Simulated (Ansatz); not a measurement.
**Nudged elastic band run: Ga₇N₈, charge -1**

Input:

```yaml
crystal:
  lattice:
    - [-3.19, -5.525242, 0.0]
    - [4.785, -2.762621, 0.0]
    - [0.0, 0.0, 5.189]
  atoms:
    - { symbol: Ga, position: [0.49935857, 0.66001753, 0.00181915] }
    - { symbol: "N", position: [0.49935905, 0.70591112, 0.36507338] }
    - { symbol: "N", position: [0.49936214, 0.32807342, 0.90892665] }
    - { symbol: Ga, position: [0.25074213, 0.16479417, -0.00263105] }
    - { symbol: Ga, position: [0.25035248, 0.82972648, 0.50092071] }
    - { symbol: "N", position: [0.19749249, 0.1418655, 0.35967027] }
    - { symbol: "N", position: [0.24799125, 0.82980544, 0.87352416] }
    - { symbol: Ga, position: [-0.0006427, 0.66837038, 0.00347521] }
    - { symbol: Ga, position: [-0.00063599, 0.34803105, 0.5138869] }
    - { symbol: "N", position: [-0.0006428, 0.66264235, 0.37647191] }
    - { symbol: "N", position: [-0.00063754, 0.33686292, 0.87868335] }
    - { symbol: Ga, position: [0.74798396, 0.16479557, -0.00263365] }
    - { symbol: Ga, position: [0.74836449, 0.82973068, 0.50091988] }
    - { symbol: "N", position: [0.80123202, 0.14187032, 0.35967049] }
    - { symbol: "N", position: [0.75072565, 0.82980737, 0.87352184] }
total_charge: -1
basis:
  ecutwfc: 420.0
kpoints:
  mp_grid: { grid: [2, 2, 2] }
hamiltonian:
  xc: pbe
  pseudopotentials: { kind: paw, azcp: { folder: soft_1 } }
scf:
  occupations: { method: fermi_dirac, width: 0.05 }
  lower_state_search: "off"
neb:
  images: 5
  f_tol: 0.03
  initial_path: linear
  max_iterations: 57
  optimiser: fire
  final_atoms:
    - { symbol: Ga, position: [0.50102089, 0.66827724, 0.0001533] }
    - { symbol: "N", position: [0.49852243, 0.6689101, 0.37271771] }
    - { symbol: "N", position: [0.44905945, 0.35569876, 0.85929237] }
    - { symbol: Ga, position: [0.25, 0.1503345, 0.01288664] }
    - { symbol: Ga, position: [0.25, 0.83030482, 0.50296916] }
    - { symbol: "N", position: [0.25, 0.16174953, 0.37807627] }
    - { symbol: "N", position: [0.25, 0.8354344, 0.87575943] }
    - { symbol: Ga, position: [-0.00102088, 0.66827723, 0.0001533] }
    - { symbol: Ga, position: [-0.00130667, 0.33400513, 0.49676466] }
    - { symbol: "N", position: [0.00147758, 0.66891009, 0.37271771] }
    - { symbol: "N", position: [0.05094055, 0.35569876, 0.85929237] }
    - { symbol: Ga, position: [0.50130668, 0.33400514, 0.49676466] }
    - { symbol: Ga, position: [0.75, 0.83884292, 0.50095241] }
    - { symbol: "N", position: [0.75, 0.17076824, 0.4075718] }
    - { symbol: "N", position: [0.75, 0.79211656, 0.86392822] }
  order_check: true
```

Launched with:

```bash
$ ansatz run input.yaml --threads 1 --pin off --max-ram 3072MiB --backend cpu --events-out ev --progress --plain --runs-dir out
```

Output, in part (warnings, iteration lines):

```
NEB end point (image 0): max|allowed force component| = 1.183e-2 eV/Å (the criterion of neb.relax_end_points is 1.000e-2)
NEB end point (image 6): max|allowed force component| = 2.563e-2 eV/Å (the criterion of neb.relax_end_points is 1.000e-2)
NEB iter   1: max|band force component| = 3.380e1 eV/Å  barrier→ = 10.4042 eV  barrier← = 10.4041 eV  Δτ_max = 0.2000 Å  (85 SCF iters)
NEB iter   2: max|band force component| = 6.207e0 eV/Å  barrier→ = 3.5239 eV  barrier← = 3.5238 eV  Δτ_max = 0.1139 Å  (52 SCF iters)
NEB iter   3: max|band force component| = 1.699e0 eV/Å  barrier→ = 3.0594 eV  barrier← = 3.0592 eV  Δτ_max = 0.0300 Å  (51 SCF iters)
NEB iter   4: max|band force component| = 1.464e0 eV/Å  barrier→ = 2.8696 eV  barrier← = 2.8695 eV  Δτ_max = 0.0519 Å  (45 SCF iters)
NEB iter   5: max|band force component| = 1.728e0 eV/Å  barrier→ = 2.6914 eV  barrier← = 2.6913 eV  Δτ_max = 0.0746 Å  (50 SCF iters)
NEB iter   6: max|band force component| = 9.645e-1 eV/Å  barrier→ = 2.6277 eV  barrier← = 2.6276 eV  Δτ_max = 0.0186 Å  (48 SCF iters)
NEB iter   7: max|band force component| = 8.411e-1 eV/Å  barrier→ = 2.5601 eV  barrier← = 2.5600 eV  Δτ_max = 0.0271 Å  (42 SCF iters)
NEB iter   8: max|band force component| = 6.037e-1 eV/Å  barrier→ = 2.5270 eV  barrier← = 2.5269 eV  Δτ_max = 0.0362 Å  (42 SCF iters)
[... lines left out ...]
NEB iter  30: max|band force component| = 3.583e-2 eV/Å  barrier→ = 2.6786 eV  barrier← = 2.6785 eV  CI = image 2  Δτ_max = 0.0036 Å  (30 SCF iters)
NEB iter  31: max|band force component| = 4.259e-2 eV/Å  barrier→ = 2.6785 eV  barrier← = 2.6784 eV  CI = image 2  Δτ_max = 0.0008 Å  (28 SCF iters)
NEB iter  32: max|band force component| = 3.224e-2 eV/Å  barrier→ = 2.6784 eV  barrier← = 2.6783 eV  CI = image 2  Δτ_max = 0.0014 Å  (25 SCF iters)
```

The run converged. Neighbouring images differ by up to 1.6 eV, so the band resolves the path poorly. By the program's own check the climbing image is a first-order saddle point (lowest curvatures found: -6.53 and 0.00 eV/Å²). Limits of this set-up: coarse k mesh, charged cell in a uniform background, uncorrected.

Final band (atoms are numbered from 1 in the order of the input):

```tsv
image	path coordinate (Å)	energy (eV)	N11–Ga12 (Å)	Ga12–N15 (Å)	N2–Ga12 (Å)
0	0.00	0.00	1.96	1.96	3.55
1	0.75	1.12	2.25	2.24	3.29
2	1.50	2.68	2.91	2.89	2.67
3	2.06	1.86	3.40	3.39	2.21
4	2.63	1.12	3.91	3.89	1.97
5	3.21	0.81	3.93	3.87	1.93
6	3.78	0.00	3.44	3.54	1.96
```

Run time: 26 min on 1 thread of Arm Neoverse V1, on a shared host, peak memory 0.76 GiB.
